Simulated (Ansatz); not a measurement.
**MoSe2: properties at the relaxed cell**

One table from this session's results is given with a row withheld; the runs are named, their logs left out.

The COD entry's cell or inner coordinates are ideal or old and differ from later refinements, so a difference from it is no clean test against experiment.

Computed with Ansatz 0.2.0 (DFT PBE+D3(BJ), scalar-relativistic, plane waves, PAW, unless a step's input says otherwise).

2 further runs of the same task are left out: 2 set aside as unsound or not needed.

## The starting structure

Symmetry: P6_3/mmc, No. 194, hexagonal system. The conventional cell has a = 3.277 Å, b = 3.277 Å, c = 12.732 Å, α = 90.00°, β = 90.00°, γ = 120.00°. Mo (site symmetry -6m2) is surrounded by 6 Se at 2.53 Å. Around Se (site symmetry 3m) lie 3 Mo at 2.53 Å.

As a file:

```xyz
6
Lattice="3.2767 0.0000 0.0000 -1.6384 2.8377 0.0000 0.0000 0.0000 12.7315" Properties=species:S:1:pos:R:3 pbc="T T T"
Mo    0.0000    1.8918    3.1829
Mo    1.6384    0.9459    9.5486
Se    0.0000    1.8918    7.8744
Se    1.6384    0.9459    1.5086
Se    0.0000    1.8918   11.2229
Se    1.6384    0.9459    4.8571
```

This cell was relaxed beforehand with the same method: volume 19.73 Å³/atom, gap on the mesh 0.85 eV.

Set-up of the first run:

File input.yaml:

```yaml
crystal:
  lattice:
    - [3.2767014332, 0.0, 0.0]
    - [-1.6383507166, 2.8377066817, 0.0]
    - [0.0, 0.0, 12.7315167689]
  atoms:
    - { symbol: Mo, position: [0.3333333333, 0.6666666667, 0.25] }
    - { symbol: Mo, position: [0.6666666667, 0.3333333333, 0.75] }
    - { symbol: Se, position: [0.3333333333, 0.6666666667, 0.6184947763] }
    - { symbol: Se, position: [0.6666666667, 0.3333333333, 0.1184947763] }
    - { symbol: Se, position: [0.3333333333, 0.6666666667, 0.8815052237] }
    - { symbol: Se, position: [0.6666666667, 0.3333333333, 0.3815052237] }
basis:
  ecutwfc: 420
kpoints:
  mp_grid: { grid: [9, 9, 2] }
hamiltonian:
  xc: pbesol
scf:
  occupations: { method: gaussian, width: 0.02 }
output:
  forces: true
  stress: true
  eigenvalues: true
relax:
  adjacent_minimum: "off"
  f_tol: 0.005
  max_steps: 50
  cell: { stress_tol: 0.05 }
```

The run is started by

```sh
$ ansatz run input.yaml --threads 2 --pin off --max-ram 5120MiB --backend cpu --events-out ev --progress --plain --runs-dir out
```

Among the steps run: The cell under PBEsol; The cell under PBE; Relaxing with LDA.

One of the session's tables, all rows but one given; the rest of the session is left out.

It belongs to the step «Relaxed cells side by side». 

```
functional  a (Å)  b (Å)   c (Å)  volume (Å³/atom)  gap on the mesh (eV)
PBE+D3(BJ)  3.277  3.277  12.732             19.73                  0.85
    PBEsol      ?      ?       ?                 ?                     ?
       PBE  3.321  3.321  15.165             24.14                  1.43
       LDA  3.248  3.248  12.741             19.40                  0.84
```

Estimate the missing values for PBEsol.

The run gave: a (Å): 3.269; b (Å): 3.269; c (Å): 13.121; volume (Å³/atom): 20.24; gap on the mesh (eV): 0.99. In the column «a (Å)» it lies between LDA (3.248) and PBE+D3(BJ) (3.277).

Layers here are held mostly by dispersion, which this level lacks, so their spacing and the stiffness across them are unreliable there.
